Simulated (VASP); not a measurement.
# MoS2 (R3m) in VASP: a series of runs

The runs below take MoS2 through single point, with PBE.

Program: VASP 6.6.1. These are calculated values, not measurements. Logs are shortened: lines on timing, memory, paths and dates and some standing lists are left out, and cuts for length are marked.

## (1) The crystal as given

The structure is trigonal, space group R3m (No. 160). The conventional cell has a = 3.160 Å, b = 3.160 Å, c = 18.450 Å, α = 90.00°, β = 90.00°, γ = 120.00°. Around Mo (site symmetry 3m) lie 6 S at 2.39 Å. S (site symmetry 3m) has 3 Mo at 2.39 Å as nearest neighbours. Around S (site symmetry 3m) lie 3 Mo at 2.39 Å.

Measurements of this composition are mostly on another form, of space group No. 194.

## (2) Single point, PBE

Contents of INCAR:

```
PREC     = Accurate       # precision mode
ENCUT    = 600            # plane-wave cutoff, eV
EDIFF    = 1E-7           # SCF threshold, eV
ISMEAR   = 0              # smearing method
SIGMA    = 0.05           # smearing width, eV
LREAL    = F              # projectors in reciprocal space
LASPH    = T              # aspherical terms in the spheres
NELM     = 100            # most SCF steps
ALGO     = Normal         # electronic algorithm
ISIF     = 2              # what is computed and relaxed
LWAVE    = F              # write WAVECAR
LCHARG   = F              # write CHGCAR
GGA      = PE             # functional
ADDGRID  = F
```

Contents of KPOINTS:

```
Automatic mesh
0
Gamma
  2 2 2
```

Contents of POSCAR:

```
MoS2
1.0
    1.5800000000      0.9122134253      6.1500000000
   -1.5800000000      0.9122134253      6.1500000000
    0.0000000000     -1.8244268506      6.1500000000
Mo S
1 2
Direct
    0.0000000000      0.0000000000      0.0000000000
    0.4170000000      0.4170000000      0.4170000000
    0.2500000000      0.2500000000      0.2500000000
```

Potentials or basis: VASP PAW PBE potentials, release 64 (Mo_sv, S).

Command:

```bash
$ cat potpaw_PBE.64/Mo_sv/POTCAR potpaw_PBE.64/S/POTCAR > POTCAR
$ mpirun -np 1 vasp_std > vasp.out
```

OUTCAR:

```text
PREC = Accurate
   ENCUT = 600
   EDIFF = 1E-7
   ISMEAR = 0
   LREAL = F
   LASPH = T
   NELM = 100
   ISIF = 2
   GGA = PE

 Found      4 irreducible k-points:

 Following reciprocal coordinates:
            Coordinates               Weight
  0.000000  0.000000  0.000000      1.000000
  0.500000 -0.000000  0.000000      3.000000
  0.500000  0.500000  0.000000      3.000000
  0.500000  0.500000  0.500000      1.000000
   k-points           NKPTS =      4   k-points in BZ     NKDIM =      4   number of bands    NBANDS=     17
   number of dos      NEDOS =    301   number of ions     NIONS =      3
   total plane-waves  NPLWV = 157464
   dimension x,y,z NGX =    54 NGY =   54 NGZ =   54
   dimension x,y,z NGXF=   108 NGYF=  108 NGZF=  108
   ions per type =               1   2
   NGX,Y,Z   is equivalent  to a cutoff of  13.99, 13.99, 13.99 a.u.
   NGXF,Y,Z  is equivalent  to a cutoff of  27.99, 27.99, 27.99 a.u.
 SYSTEM =  unknown system
   PREC   = accura    normal or accurate (medium, high low for compatibility)
   ISTART =      0    job   : 0-new  1-cont  2-samecut
   ICHARG =      2    charge: 1-file 2-atom 10-const
   ISPIN  =      1    spin polarized calculation?
   LNONCOLLINEAR =      F non collinear calculations
   LSORBIT =      F    spin-orbit coupling
   LASPH  =      T    aspherical Exc in radial PAW
   ENCUT  =  600.0 eV  44.10 Ry    6.64 a.u.  12.81 12.81 12.81*2*pi/ulx,y,z
   NELM   =    100;   NELMIN=  2; NELMDL= -5     # of ELM steps
   EDIFF  = 0.1E-06   stopping-criterion for ELM
   LREAL  =      F    real-space projection
   EDIFFG = 0.1E-05   stopping-criterion for IOM
   NSW    =      0    number of steps for IOM
   IBRION =     -1    ionic relax: 0-MD 1-quasi-New 2-CG
   NFREE  =      0    steps in history (QN), initial steepest desc. (CG)
   ISIF   =      2    stress and relaxation
   ISYM   =      2    0-nonsym 1-usesym 2-fastsym
   POTIM  = 0.5000    time-step for ionic-motion
   TEBEG  =    0.0;   TEEND  =   0.0 temperature during run
   PSTRESS=    0.0 pullay stress
   NELECT =      26.0000    total number of electrons
   NUPDOWN=      -1.0000    fix difference up-down
   EMIN   =  10.00;   EMAX   =-10.00  energy-range for DOS
   EFERMI =   0.00;   METHOD = LEGACY
   ISMEAR =     0;   SIGMA  =   0.05  broadening in eV -4-tet -1-fermi 0-gaus
   EFERMI_NEDOS =   21; number of points for ismear=-14 and -15
   IALGO  =     38    algorithm
   IMIX   =      4    mixing-type and parameters
     AMIX     =   0.40;   BMIX     =  1.00
     AMIX_MAG =   1.60;   BMIX_MAG =  1.00
  volume/ion in A,a.u.               =      17.73       119.63
  Fermi-wavevector in a.u.,A,eV,Ry     =   1.289652  2.437089 22.629252  1.663203
  Thomas-Fermi vector in A             =   2.421532
   LORBIT       =      0    0 simple, 1 ext, 2 COOP (PROOUT), +10 PAW based schemes
   GGA     = PE    functional components
   LHFCALC =     F    Hartree Fock is set to
   AEXX    =    0.0000 exact exchange contribution
   IVDW    =     0    specifies the selected vdW correction
   LEPSILON=     F    determine dielectric tensor
   LRPA    =     F    only Hartree local field effects (RPA)
 non-spin polarized calculation
 Gauss-broadening in eV      SIGMA  =   0.05
  energy-cutoff  :      600.00
  volume of cell :       53.18
 maximum number of plane-waves:      1800
 NGX is ok and might be reduce to    54
   NGX = 25   NGY = 25   NGZ = 25

 number of electron      26.0000000 magnetization

 Free energy of the ion-electron system (eV)
  ---------------------------------------------------
  ext. energy  EPLUGINS =         0.00000000
  ---------------------------------------------------
  free energy    TOTEN  =       -20.89142720 eV

  energy without entropy =      -20.89142720  energy(sigma->0) =      -20.89142720

 E-fermi :   7.9644     XC(G=0): -10.8216

 val. band max:        7.7337220514   @ k =   0.5000   0.5000   0.5000
 cond. band min:       9.0280322157   @ k =   0.5000   0.5000   0.0000
 fundamental gap:      1.2943101643
 Fermi energy:         7.9644143767

 k-point     1 :       0.0000    0.0000    0.0000
  band No.  band energies     occupation
      1     -53.9629      2.00000
      2     -28.0025      2.00000
      3     -28.0025      2.00000
      4     -27.9358      2.00000
      5      -7.4354      2.00000
      6      -5.6953      2.00000
[... 9 lines left out ...]
     16      10.0619      0.00000
     17      10.0619      0.00000

 k-point     2 :       0.5000   -0.0000    0.0000
  band No.  band energies     occupation
      1     -53.9206      2.00000
      2     -28.4082      2.00000
      3     -28.0963      2.00000
      4     -27.8511      2.00000
      5      -5.4066      2.00000
      6      -5.1173      2.00000
[... 9 lines left out ...]
     16      11.1733      0.00000
     17      11.1849      0.00000

 k-point     3 :       0.5000    0.5000    0.0000
  band No.  band energies     occupation
      1     -53.9206      2.00000
      2     -28.4081      2.00000
      3     -28.0963      2.00000
      4     -27.8511      2.00000
      5      -5.3181      2.00000
      6      -5.2200      2.00000
[... 9 lines left out ...]
     16      10.7126      0.00000
     17      11.5976      0.00000

 k-point     4 :       0.5000    0.5000    0.5000
  band No.  band energies     occupation
      1     -53.9629      2.00000
      2     -28.0025      2.00000
      3     -28.0025      2.00000
      4     -27.9359      2.00000
      5      -7.1931      2.00000
      6      -6.1102      2.00000
[... 9 lines left out ...]
     16       9.9302      0.00000
     17       9.9302      0.00000

------------------------ aborting loop because EDIFF is reached ----------------------------------------

  FORCE on cell =-STRESS in cart. coord.  units (eV):
  Direction    XX          YY          ZZ          XY          YZ          ZX
  --------------------------------------------------------------------------------------
  -------------------------------------------------------------------------------------
  Total        1.6561556      1.6561556      4.6492140      0.0000000      0.0000000      0.0000000
  in kB       49.8921037     49.8921037    140.0587375      0.0000000      0.0000000      0.0000000
  external PRESSURE =      79.9476483 kB  Pullay stress =       0.0000000 kB

 VOLUME and BASIS-vectors are now :
 -----------------------------------------------------------------------------
  energy-cutoff  :      600.00
  volume of cell :       53.18
      direct lattice vectors                 reciprocal lattice vectors
     1.580000000  0.912213425  6.150000000     0.316455696  0.182705781  0.054200542
    -1.580000000  0.912213425  6.150000000    -0.316455696  0.182705781  0.054200542
     0.000000000 -1.824426851  6.150000000     0.000000000 -0.365411563  0.054200542

 POSITION                                       TOTAL-FORCE (eV/Angst)
 -----------------------------------------------------------------------------------
      0.00000      0.00000      0.00000         0.000000     -0.000000      0.115610
      0.00000      0.00000      7.69365         0.000000      0.000000      0.789885
      0.00000      0.00000      4.61250         0.000000     -0.000000     -0.905496
 -----------------------------------------------------------------------------------
    total drift:                               -0.000000     -0.000000      0.000029

  FREE ENERGIE OF THE ION-ELECTRON SYSTEM (eV)
  ---------------------------------------------------
  free  energy   TOTEN  =       -20.8914271969 eV

  energy  without entropy=      -20.8914271969  energy(sigma->0) =      -20.89142720
```

stdout:

```text
POSCAR found type information on POSCAR MoS
 POSCAR found :  2 types and       3 ions
 scaLAPACK will be used
 LDA part: xc-table for (Slater+PW92), standard interpolation
 POSCAR, INCAR and KPOINTS ok, starting setup
 FFT: planning ... GRIDC
 FFT: planning ... GRID_SOFT
 FFT: planning ... GRID
 WAVECAR not read
 entering main loop
```

It took 30 s on 1 thread of Intel Xeon Platinum 8488C (Sapphire Rapids), shared host; peak memory 0.36 GiB.

These settings aren't checked as converged: the numbers below hold their error.

What came out:

```yaml
Free_energy: -20.8914 eV
Pressure: 8.0 GPa
Largest_force: 0.905 eV/Å
Band_gap_on_the_k_mesh: 1.29 eV, indirect (least direct gap 2.05 eV)
```

Caveat: the k mesh is coarse (spacing up to 1.16 Å⁻¹), so the values aren't converged.

## (3) Single point, PBE

INCAR: that of step 2 with these lines changed.

```diff
@@ -1,3 +1,3 @@
 PREC     = Accurate       # precision mode
-ENCUT    = 600            # plane-wave cutoff, eV
+ENCUT    = 300            # plane-wave cutoff, eV
 EDIFF    = 1E-7           # SCF threshold, eV
```

Contents of KPOINTS:

```
Automatic mesh
0
Gamma
  3 3 3
```

POSCAR is that of step 2.

Potentials or basis: VASP PAW PBE potentials, release 64 (Mo_sv, S).

Command:

```bash
$ cat potpaw_PBE.64/Mo_sv/POTCAR potpaw_PBE.64/S/POTCAR > POTCAR
$ mpirun -np 1 vasp_std > vasp.out
```

Wall time 9.3 s (1 thread of Intel Xeon Platinum 8488C (Sapphire Rapids), shared host); peak memory 0.19 GiB.

The run converged, but some of its settings lie outside the range that counts as converged, so its numbers aren't taken as properties of the crystal.

Results:

```
Free energy            : -21.7855 eV
Pressure               : 4.7 GPa
Largest force          : 0.292 eV/Å
Band gap on the k mesh : 1.11 eV, indirect (least direct gap 1.68 eV)
```

Caveat: the k mesh is coarse (spacing up to 0.77 Å⁻¹), so the values aren't converged; the cutoff is under 1.25 times the usual one of these potentials, so pressure, stress and relaxed cells hold a basis-set (Pulay) error; an odd mesh through Γ misses points on the zone boundary, where band edges often lie.

## (4) Single point, PBE

INCAR: that of step 3 with these lines changed.

```diff
@@ -1,3 +1,3 @@
 PREC     = Accurate       # precision mode
-ENCUT    = 300            # plane-wave cutoff, eV
+ENCUT    = 350            # plane-wave cutoff, eV
 EDIFF    = 1E-7           # SCF threshold, eV
```

KPOINTS is that of step 3.

POSCAR is that of step 3.

Command:

```bash
$ cat potpaw_PBE.64/Mo_sv/POTCAR potpaw_PBE.64/S/POTCAR > POTCAR
$ mpirun -np 1 vasp_std > vasp.out
```

It took 13 s on 1 thread of Intel Xeon Platinum 8488C (Sapphire Rapids), shared host; peak memory 0.22 GiB.

These settings aren't checked as converged: the numbers below hold their error.

What came out:

| Quantity | Value |
| --- | --- |
| Free energy | -21.7897 eV |
| Pressure | 4.6 GPa |
| Largest force | 0.290 eV/Å |
| Band gap on the k mesh | 1.11 eV, indirect (least direct gap 1.68 eV) |

Caveat: the k mesh is coarse (spacing up to 0.77 Å⁻¹), so the values aren't converged; an odd mesh through Γ misses points on the zone boundary, where band edges often lie.

## (5) Single point, PBE

INCAR: that of step 4 with these lines changed.

```diff
@@ -1,3 +1,3 @@
 PREC     = Accurate       # precision mode
-ENCUT    = 350            # plane-wave cutoff, eV
+ENCUT    = 400            # plane-wave cutoff, eV
 EDIFF    = 1E-7           # SCF threshold, eV
```

KPOINTS is that of step 4.

POSCAR is that of step 4.

Command:

```bash
$ cat potpaw_PBE.64/Mo_sv/POTCAR potpaw_PBE.64/S/POTCAR > POTCAR
$ mpirun -np 1 vasp_std > vasp.out
```

Run time: 14 s. Hardware: 1 thread of Intel Xeon Platinum 8488C (Sapphire Rapids), shared host; peak memory 0.24 GiB.

These settings aren't checked as converged: the numbers below hold their error.

What came out:

* Free energy: -21.7928 eV
* Pressure: 4.8 GPa
* Largest force: 0.288 eV/Å
* Band gap on the k mesh: 1.11 eV, indirect (least direct gap 1.68 eV)

Caveat: the k mesh is coarse (spacing up to 0.77 Å⁻¹), so the values aren't converged; an odd mesh through Γ misses points on the zone boundary, where band edges often lie.

## (6) Single point, PBE

INCAR: that of step 5 with these lines changed.

```diff
@@ -1,3 +1,3 @@
 PREC     = Accurate       # precision mode
-ENCUT    = 400            # plane-wave cutoff, eV
+ENCUT    = 500            # plane-wave cutoff, eV
 EDIFF    = 1E-7           # SCF threshold, eV
```

KPOINTS is that of step 5.

POSCAR is that of step 5.

Potentials or basis: VASP PAW PBE potentials, release 64 (Mo_sv, S).

Command:

```bash
$ cat potpaw_PBE.64/Mo_sv/POTCAR potpaw_PBE.64/S/POTCAR > POTCAR
$ mpirun -np 1 vasp_std > vasp.out
```

OUTCAR:

```text
PREC = Accurate
   ENCUT = 500
   EDIFF = 1E-7
   ISMEAR = 0
   LREAL = F
   LASPH = T
   NELM = 100
   ISIF = 2
   GGA = PE

 Found      6 irreducible k-points:

 Following reciprocal coordinates:
            Coordinates               Weight
  0.000000  0.000000  0.000000      1.000000
  0.333333  0.000000  0.000000      6.000000
  0.333333  0.333333  0.000000      6.000000
 -0.333333  0.333333  0.000000      6.000000
  0.333333  0.333333  0.333333      2.000000
[... 196 lines left out ...]

  FORCE on cell =-STRESS in cart. coord.  units (eV):
  Direction    XX          YY          ZZ          XY          YZ          ZX
  --------------------------------------------------------------------------------------
  -------------------------------------------------------------------------------------
  Total        1.5283894      1.5283894      2.0024926      0.0000000      0.0000000      0.0000000
  in kB       46.0431124     46.0431124     60.3255903      0.0000000      0.0000000      0.0000000
  external PRESSURE =      50.8039384 kB  Pullay stress =       0.0000000 kB

 VOLUME and BASIS-vectors are now :
 -----------------------------------------------------------------------------
  energy-cutoff  :      500.00
  volume of cell :       53.18
      direct lattice vectors                 reciprocal lattice vectors
     1.580000000  0.912213425  6.150000000     0.316455696  0.182705781  0.054200542
    -1.580000000  0.912213425  6.150000000    -0.316455696  0.182705781  0.054200542
     0.000000000 -1.824426851  6.150000000     0.000000000 -0.365411563  0.054200542

 POSITION                                       TOTAL-FORCE (eV/Angst)
 -----------------------------------------------------------------------------------
      0.00000      0.00000      0.00000         0.000000      0.000000      0.083723
      0.00000      0.00000      7.69365         0.000000      0.000000      0.201441
      0.00000      0.00000      4.61250         0.000000      0.000000     -0.285164
 -----------------------------------------------------------------------------------
    total drift:                                0.000000     -0.000000      0.000062

  FREE ENERGIE OF THE ION-ELECTRON SYSTEM (eV)
  ---------------------------------------------------
  free  energy   TOTEN  =       -21.7961948247 eV

  energy  without entropy=      -21.7961948247  energy(sigma->0) =      -21.79619482
```

Wall time 21 s (1 thread of Intel Xeon Platinum 8488C (Sapphire Rapids), shared host); peak memory 0.3 GiB.

The run converged, but some of its settings lie outside the range that counts as converged, so its numbers aren't taken as properties of the crystal.

Results:

| Item | Value |
| --- | --- |
| Free energy | -21.7962 eV |
| Pressure | 5.1 GPa |
| Largest force | 0.285 eV/Å |
| Band gap on the k mesh | 1.11 eV, indirect (least direct gap 1.68 eV) |

Caveat: the k mesh is coarse (spacing up to 0.77 Å⁻¹), so the values aren't converged; an odd mesh through Γ misses points on the zone boundary, where band edges often lie.

## (7) The reference run

An earlier run on the cell as given: functional PBE; potentials or basis VASP PAW PBE potentials, release 64 (Mo_sv, S); cutoff 520 eV; k mesh 10 × 10 × 10; occupations fermi-dirac, width 0.05 eV; no spin polarisation.

- Pressure: 5.2 GPa
- Largest force: 0.506 eV/Å
- Band gap on the k mesh: 0.97 eV, indirect (least direct gap 1.96 eV)
